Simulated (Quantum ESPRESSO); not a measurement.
Crystal: CdS (Hawleyite).

```
Cd S
1.0
     0.00000    2.91650    2.91650
     2.91650    0.00000    2.91650
     2.91650    2.91650    0.00000
Cd S
1 1
Cartesian
  0.0000 0.0000 0.0000
  4.3748 4.3748 4.3748
```

| Property | Result |
| --- | --- |
| Program | Quantum ESPRESSO 7.5 |
| Task | phonons |
| Functional | PBE |
| Potentials or basis | GBRV 1.5 PBE |
| Cutoff | 612 eV |
| Density cutoff | 4898 eV |
| k mesh | 6 × 6 × 6, shifted |
| Occupations | fermi-dirac, width 0.05 eV |
| Spin | no spin polarisation |
| Mixing beta | 0.5 |
| Most SCF iterations | 120 |
| SCF threshold | 4e-10 Ry |

The cell and the atoms were relaxed first, to 26.15 Å³/atom (a = 4.198 Å, b = 4.198 Å, c = 4.198 Å, α = 60.00°, β = 60.00°, γ = 60.00°), and the response was taken there.

The first run showed a gap, so the response started from a second, tighter run with fixed occupations.

Q: What is the highest optical frequency at the zone centre, leaving out the macroscopic field of polar modes?

A: 216 cm⁻¹, a mode of symmetry T2 (IR and Raman). With the field the highest mode lies at 277 cm⁻¹.

Optical modes at Γ, degenerate ones joined, polar ones without the macroscopic field:
| cm⁻¹ | components | symmetry | active in | IR intensity, summed ((D/Å)²/amu) |
| --- | --- | --- | --- | --- |
| 216 | 3 | T2 | IR and Raman | 13.97 |

Zone-centre frequencies without and with the macroscopic field along z (cm⁻¹):
```
                optical modes in rising order
       without                    216 216 216
with the field                    216 216 277
```

Born effective charge tensors (e):
atom 1, Cd
```
2.24 0.00 0.00
0.00 2.24 0.00
0.00 0.00 2.24
```
atom 2, S
```
-2.24  0.00  0.00
 0.00 -2.24  0.00
 0.00  0.00 -2.24
```

Electronic dielectric tensor:
```
6.27 0.00 0.00
0.00 6.27 0.00
0.00 0.00 6.27
```

Static dielectric tensor, electrons and zone-centre modes:
```
10.34  0.00  0.00
 0.00 10.34  0.00
 0.00  0.00 10.34
```
